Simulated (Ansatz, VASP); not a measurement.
One calculation of BN, two programs

Contents of INCAR:

```
PREC = Accurate ; ENCUT = 600
EDIFF = 1E-6 ; ISMEAR = 0
SIGMA = 0.02 ; LREAL = False
LASPH = True ; NELM = 80
ALGO = Normal ; ISIF = 3
LWAVE = False ; LCHARG = False
GGA = PE ; IBRION = 2
NSW = 100 ; EDIFFG = -0.005
```

File KPOINTS:

```
regular mesh
0
Gamma
  12 12 12
```

File POSCAR:

```
BN
1.0
    0.0000000000      1.8130010000      1.8130010000
    1.8130010000      0.0000000000      1.8130010000
    1.8130010000      1.8130010000      0.0000000000
B N
1 1
Direct
    0.0000000000      0.0000000000      0.0000000000
    0.7500000000      0.7500000000      0.7500000000
```

Input for Ansatz:

```yaml
crystal:
  lattice:
    - [0.0, 1.813001, 1.813001]
    - [1.813001, 0.0, 1.813001]
    - [1.813001, 1.813001, 0.0]
  atoms:
    - { symbol: B, position: [0.0, 0.0, 0.0] }
    - { symbol: "N", position: [0.75, 0.75, 0.75] }
basis:
  ecutwfc: 420
kpoints:
  mp_grid: { grid: [12, 12, 12] }
hamiltonian:
  xc: pbe
scf:
  occupations: { method: gaussian, width: 0.02 }
output:
  forces: true
  stress: true
  eigenvalues: true
  write_density: true
  write_potential: true
  elf: true
  volumetric_format: npy
relax:
  adjacent_minimum: "off"
  f_tol: 0.005
  max_steps: 80
  cell: { stress_tol: 0.05 }
```

The cell is a database's computed one.

Alike in both runs: task relaxation of cell and atoms; functional PBE; k mesh 12 × 12 × 12; occupations gaussian, width 0.02 eV; no spin polarisation.

```csv
,VASP,Ansatz
version,VASP 6.6.1,Ansatz 0.2.0
potentials or method,"VASP PAW PBE potentials, release 64 (B, N)","scalar-relativistic, plane waves, PAW"
plane-wave cutoff (eV),600,420
valence electrons in the cell,8,8
```

```tsv
	VASP	Ansatz	Ansatz less VASP
gap on the k mesh at the Fermi level, each at its own relaxed structure (eV)	4.45	4.46	+0.012
relaxed volume (Å³/atom)	5.95	5.95	+0.001
relaxed cell length with the largest relative difference (Å)	2.563	2.563	+0.0001
```

A k mesh can miss the band edges. PBE gaps usually lie below the measured ones, often by a third to a half.
